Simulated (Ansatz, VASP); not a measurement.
# Hf: VASP beside Ansatz

```
CELL_PARAMETERS angstrom
3.12363 0.00000 0.00000
-1.56182 2.70515 0.00000
0.00000 0.00000 27.43542
ATOMIC_POSITIONS crystal
Hf 0.33333 0.66667 0.25593
Hf 0.66667 0.33333 0.34097
Hf 0.33333 0.66667 0.43586
Hf 0.66667 0.33333 0.52091
```

Alike in both runs: functional PBEsol; dispersion D3(BJ); k mesh 12 × 12 × 1; occupations methfessel-paxton of order 1, width 0.1 eV; no spin polarisation.

Ansatz relaxed the structure, and its values are those at the end. VASP's run is a single point on that final structure, the one shown.

|  | VASP | Ansatz |
| --- | --- | --- |
| version | VASP 6.6.1 | Ansatz 0.2.0 |
| potentials or method | VASP PAW PBE potentials, release 64 (Hf_pv) | scalar-relativistic, plane waves, PAW |
| plane-wave cutoff (eV) | 520 | 420 |
| valence electrons in the cell | 40 | 104 |

VASP gave:

| Quantity | Value |
| --- | --- |
| gap on the k mesh at the Fermi level (eV) | none |
| rms of the force components (eV/Å) | 0.022 |

**Question.** Estimate Ansatz's values.

**Answer.** gap on the k mesh at the Fermi level (eV): none; rms of the force components (eV/Å): 0.002.

A gap of «none» marks a metal or a gap that the smearing closes. The two sets of potentials don't hold the same shells in valence. Ansatz warned: «xc_potential_rough_in_thin_density».

Caveats: the PAW data sets were made with another functional, which shifts forces and pressure a little (VASP). The runs have no spin-orbit coupling, so splittings on Hf are missing.
